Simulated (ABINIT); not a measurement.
## MgO (Fm-3m): G0W0 on several meshes in ABINIT

Aim: the GW shift of MgO (Fm-3m) against the k mesh.

Program: ABINIT 10.8.3. Level of theory: PBE and many-body steps on it, plane waves. Results are calculated unless marked as measured.

This is a report of a sequence of runs, with most program output left out.

### Step 1. The starting structure

It takes space group Fm-3m (No. 225, cubic). Conventional cell: a = 4.194 Å, b = 4.194 Å, c = 4.194 Å, α = 90.00°, β = 90.00°, γ = 90.00°. Mg has 6 O at 2.10 Å nearest. Nearest to O lie 6 Mg at 2.10 Å. Farther neighbours and most contacts between anions are not listed.

The cell and positions are those that the Materials Project relaxed with its own functionals (PBE, PBE+U or r2SCAN), kept fixed.

### Step 2. Empty states on the mesh, 6×6×6 mesh, 484 bands

This step: ABINIT 10.8.3; DFT, PBE, plane waves, norm-conserving pseudopotentials.

The sums over transitions need many empty states on a uniform mesh; this step solves for them.

run.abi reads:

```
acell 3*1.0 Angstrom
rprim 
  -0.000000000000 2.097001392700 2.097001392700
  2.097001392700 -0.000000000000 2.097001392700
  2.097001392700 2.097001392700 -0.000000000000
ntypat 2
znucl 12 8
natom 2
typat 1 2
xred 
  0.000000000000 0.000000000000 0.000000000000
  0.500000000000 0.500000000000 0.500000000000
pp_dirpath "pseudos"
pseudos "Mg.upf, O.upf"
ecut 38
ngkpt 6 6 6
nshiftk 1
shiftk 0 0 0
kptopt 1
chksymbreak 0
irdden 1
istwfk *1
nband 484
prtvol 0
optdriver 6
gwr_task "HDIAGO"
paral_kgb 0
occopt 1
indata_prefix "in"
outdata_prefix "out"
tmpdata_prefix "tmp"
```

Run with:

```sh
> OMP_NUM_THREADS=1 mpirun -n 4 abinit run.abi > log
```

Wall time 13 s (4 MPI ranks of Arm Neoverse V2, shared host); peak memory 0.69 GiB; 52 s of CPU time.

This step gave:

```yaml
gap: 4.895 eV
k_of_the_valence_top: 0, 0, 0
k_of_the_conduction_bottom: 0, 0, 0
least_direct_gap: 4.895 eV
k_points_computed: 16
lowest_point_of_the_top_converged_band_above_the_valence_top: 481.5744 eV
```

On this mesh the gap is 4.895 eV.

The density comes from a self-consistent run that is not shown.

### Step 3. Screening, 6×6×6 mesh, 100 bands, screening to 203.5 eV

The RPA dielectric matrix is built and inverted for each q.

This step: RPA screening on PBE, plane waves, norm-conserving pseudopotentials.

Changes to run.abi since step 2:

```diff
@@ -20,10 +20,11 @@
 chksymbreak 0
-irdden 1
 istwfk *1
-nband 484
-prtvol 0
-optdriver 6
-gwr_task "HDIAGO"
-paral_kgb 0
 occopt 1
+irdwfk 1
+optdriver 3
+nband 100
+ecuteps 7.48
+inclvkb 2
+awtr 1
+symchi 1
 indata_prefix "in"
```

Wall time 55 s (4 MPI ranks); peak memory 0.8 GiB; 3.7 min of CPU time.

This step gave:

```
ε∞ with local fields, on this mesh, along the program's q direction : 3.021
the same without local fields                                       : 3.236
plasma frequency                                                    : 34.59 eV
plane waves in the screening matrix                                 : 113
```

Local fields lower ε∞ by 7 %.

### Step 4. 6×6×6

The self-energy is evaluated for the states that the input lists, and the levels follow from it, in one-shot runs by the linearised quasiparticle equation.

This step: G0W0 on PBE, plane waves, norm-conserving pseudopotentials.

Changes to run.abi since step 3:

```diff
@@ -23,8 +23,19 @@
 irdwfk 1
-optdriver 3
+optdriver 4
 nband 100
+gwcalctyp 0
+ecutsigx 38
+symsigma 1
+nkptgw 3
+kptgw 
+  0.0000000000 0.0000000000 0.0000000000
+  0.5000000000 0.0000000000 0.0000000000
+  0.5000000000 0.5000000000 0.0000000000
+bdgw 
+  6 12
+  7 10
+  7 10
 ecuteps 7.48
-inclvkb 2
-awtr 1
-symchi 1
+irdscr 1
+ppmodel 1
 indata_prefix "in"
```

Elapsed: 7.7 s, on 4 MPI ranks; peak memory 0.78 GiB; 30 s of CPU time.

This step gave:

| Item | Value |
| --- | --- |
| G0W0 gap on the points computed | 7.184 eV |
| starting gap on the mesh | 4.895 eV |
| k of the valence top | 0, 0, 0 |
| k of the conduction bottom | 0, 0, 0 |
| Z at the valence top | 0.809 |
| Z at the conduction bottom | 0.856 |
| least direct G0W0 gap on the computed points | 7.184 eV |

The gap on the mesh goes from 4.89 eV to 7.18 eV, a correction of +2.29 eV.

### Step 5. Empty states on the mesh, 8×8×8 mesh, 108 bands

This step: DFT, PBE, plane waves, norm-conserving pseudopotentials.

run.abi reads:

```
acell 3*1.0 Angstrom
rprim 
  -0.000000000000 2.097001392700 2.097001392700
  2.097001392700 -0.000000000000 2.097001392700
  2.097001392700 2.097001392700 -0.000000000000
ntypat 2
znucl 12 8
natom 2
typat 1 2
xred 
  0.000000000000 0.000000000000 0.000000000000
  0.500000000000 0.500000000000 0.500000000000
pp_dirpath "pseudos"
pseudos "Mg.upf, O.upf"
ecut 38
ngkpt 8 8 8
nshiftk 1
shiftk 0 0 0
kptopt 1
chksymbreak 0
irdden 1
istwfk *1
nband 108
prtvol 0
optdriver 6
gwr_task "HDIAGO"
paral_kgb 0
occopt 1
indata_prefix "in"
outdata_prefix "out"
tmpdata_prefix "tmp"
```

It took 21 s on 4 MPI ranks; peak memory 0.69 GiB; 82 s of CPU time.

Numbers from this step:

| Item | Value |
| --- | --- |
| gap | 4.895 eV |
| k of the valence top | 0, 0, 0 |
| k of the conduction bottom | 0, 0, 0 |
| least direct gap | 4.895 eV |
| k points computed | 29 |
| lowest point of the top converged band, above the valence top | 152.9905 eV |

On this mesh the gap is 4.895 eV.

### Step 6. Screening, 8×8×8 mesh, 100 bands, screening to 203.5 eV

This step: RPA screening on PBE, plane waves, norm-conserving pseudopotentials.

Changes to run.abi since step 5:

```diff
@@ -20,10 +20,11 @@
 chksymbreak 0
-irdden 1
 istwfk *1
-nband 108
-prtvol 0
-optdriver 6
-gwr_task "HDIAGO"
-paral_kgb 0
 occopt 1
+irdwfk 1
+optdriver 3
+nband 100
+ecuteps 7.48
+inclvkb 2
+awtr 1
+symchi 1
 indata_prefix "in"
```

Wall time 4.6 min (4 MPI ranks); peak memory 1.3 GiB; 18 min of CPU time.

This step gave:

```
ε∞ with local fields, on this mesh, along the program's q direction : 3.009
the same without local fields                                       : 3.223
plasma frequency                                                    : 34.59 eV
plane waves in the screening matrix                                 : 113
```

### Step 7. 8×8×8

This step: G0W0 on PBE, plane waves, norm-conserving pseudopotentials.

Changes to run.abi since step 6:

```diff
@@ -23,8 +23,19 @@
 irdwfk 1
-optdriver 3
+optdriver 4
 nband 100
+gwcalctyp 0
+ecutsigx 38
+symsigma 1
+nkptgw 3
+kptgw 
+  0.0000000000 0.0000000000 0.0000000000
+  0.5000000000 0.0000000000 0.0000000000
+  0.5000000000 0.5000000000 0.0000000000
+bdgw 
+  6 12
+  7 10
+  7 10
 ecuteps 7.48
-inclvkb 2
-awtr 1
-symchi 1
+irdscr 1
+ppmodel 1
 indata_prefix "in"
```

It took 14 s on 4 MPI ranks; peak memory 1.2 GiB.

This step gave:

```yaml
g0w0_gap_on_the_points_computed: 7.175 eV
starting_gap_on_the_mesh: 4.895 eV
k_of_the_valence_top: 0, 0, 0
k_of_the_conduction_bottom: 0, 0, 0
z_at_the_valence_top: 0.809
z_at_the_conduction_bottom: 0.856
least_direct_g0w0_gap_on_the_computed_points: 7.175 eV
```

Against G0W0 in ABINIT (6×6×6 mesh, 100 bands, screening to 203.5 eV, Godby-Needs plasmon pole), the gap moves by −0.009 eV.

### Step 8. Empty states on the mesh, 10×10×10 mesh, 108 bands

This step: DFT, PBE, plane waves, norm-conserving pseudopotentials.

run.abi reads:

```
acell 3*1.0 Angstrom
rprim 
  -0.000000000000 2.097001392700 2.097001392700
  2.097001392700 -0.000000000000 2.097001392700
  2.097001392700 2.097001392700 -0.000000000000
ntypat 2
znucl 12 8
natom 2
typat 1 2
xred 
  0.000000000000 0.000000000000 0.000000000000
  0.500000000000 0.500000000000 0.500000000000
pp_dirpath "pseudos"
pseudos "Mg.upf, O.upf"
ecut 38
ngkpt 10 10 10
nshiftk 1
shiftk 0 0 0
kptopt 1
chksymbreak 0
irdden 1
istwfk *1
nband 108
prtvol 0
optdriver 6
gwr_task "HDIAGO"
paral_kgb 0
occopt 1
indata_prefix "in"
outdata_prefix "out"
tmpdata_prefix "tmp"
```

Run time: 30 s. Hardware: 4 MPI ranks; peak memory 0.68 GiB; 2 min of CPU time.

This step gave:

```yaml
gap: 4.895 eV
k_of_the_valence_top: 0, 0, 0
k_of_the_conduction_bottom: 0, 0, 0
least_direct_gap: 4.895 eV
k_points_computed: 47
lowest_point_of_the_top_converged_band_above_the_valence_top: 153.6038 eV
```

On this mesh the gap is 4.895 eV.

### Step 9. Screening, 10×10×10 mesh, 100 bands, screening to 203.5 eV

This step: RPA screening on PBE, plane waves, norm-conserving pseudopotentials.

Changes to run.abi since step 8:

```diff
@@ -20,10 +20,11 @@
 chksymbreak 0
-irdden 1
 istwfk *1
-nband 108
-prtvol 0
-optdriver 6
-gwr_task "HDIAGO"
-paral_kgb 0
 occopt 1
+irdwfk 1
+optdriver 3
+nband 100
+ecuteps 7.48
+inclvkb 2
+awtr 1
+symchi 1
 indata_prefix "in"
```

The job ended after 16 min (4 MPI ranks; peak memory 2 GiB).

This step gave:

| Quantity | Value |
| --- | --- |
| ε∞ with local fields, on this mesh, along the program's q direction | 3.008 |
| the same without local fields | 3.223 |
| plasma frequency | 34.59 eV |
| plane waves in the screening matrix | 113 |

### Step 10. 10×10×10

This step: G0W0 on PBE, plane waves, norm-conserving pseudopotentials.

Changes to run.abi since step 9:

```diff
@@ -23,8 +23,19 @@
 irdwfk 1
-optdriver 3
+optdriver 4
 nband 100
+gwcalctyp 0
+ecutsigx 38
+symsigma 1
+nkptgw 3
+kptgw 
+  0.0000000000 0.0000000000 0.0000000000
+  0.5000000000 0.0000000000 0.0000000000
+  0.5000000000 0.5000000000 0.0000000000
+bdgw 
+  6 12
+  7 10
+  7 10
 ecuteps 7.48
-inclvkb 2
-awtr 1
-symchi 1
+irdscr 1
+ppmodel 1
 indata_prefix "in"
```

Elapsed: 23 s, on 4 MPI ranks; peak memory 1.7 GiB.

This step gave:

| Item | Value |
| --- | --- |
| G0W0 gap on the points computed | 7.169 eV |
| starting gap on the mesh | 4.895 eV |
| k of the valence top | 0, 0, 0 |
| k of the conduction bottom | 0, 0, 0 |
| least direct G0W0 gap on the computed points | 7.169 eV |

Against G0W0 in ABINIT (6×6×6 mesh, 100 bands, screening to 203.5 eV, Godby-Needs plasmon pole), the gap moves by −0.015 eV.

### Step 11. The runs together

Times are wall times on 4 MPI ranks of Arm Neoverse V2, shared host, good to a factor of about two. A run's time includes the screening step that it read.

| run | mesh | bands | screening cutoff (eV) | DFT gap (eV) | gap on the mesh (eV) | direct (eV) | ε∞ used | time |
| --- | --- | --- | --- | --- | --- | --- | --- | --- |
| 6×6×6 | 6×6×6 | 100 | 203.5 | 4.895 | 7.184 | 7.184 | 3.02 | 63 s |
| 8×8×8 | 8×8×8 | 100 | 203.5 | 4.895 | 7.175 | 7.175 | 3.01 | 4.8 min |
| 10×10×10 | 10×10×10 | 100 | 203.5 | 4.895 | 7.169 | 7.169 | 3.01 | 16 min |

### Step 12. Summary of results

| Property | Result |
| --- | --- |
| 6×6×6 | 7.184 eV |
| 8×8×8 | 7.175 eV |
| 10×10×10 | 7.169 eV |
| known limits | not at the basis limit |

8×8×8: −0.009 eV against 6×6×6. 10×10×10: −0.015 eV against 6×6×6. Bands and cutoff are finite, so the gap is not at the basis limit. The miss can reach some tenths of an eV and take either sign; the mesh is an error of its own. In the G0W0 runs levels were corrected at 3 k points alone, so a gap called «on the mesh» is the least over those, and an edge elsewhere would be missed.

[Paths, hosts, dates, memory and timing lines, banners, echoed tables and standing remarks are left out of the program output.]

[Logs are printed without paths, hosts, clocks, repeated set-up lines and the standing remarks that a program may print on its own settings, such as how far it seeks lower states.]

[Runs of the session that timed out or met a known fault of the program may be left out.]

[Hosts, paths, dates, database ids (printed as entryN), source tags and the programs' standing remarks are cut or masked in the printed files.]

[G0W0 gaps are taken among the corrected bands and points alone; a level outside them can change the order at an edge.]

[Where Ansatz stands beside ABINIT at settings called matched, ABINIT's density can come from a denser mesh and the files from another edition; pairs whose starting gaps differed by over 0.03 eV were left out, so agreement reads better than it is.]
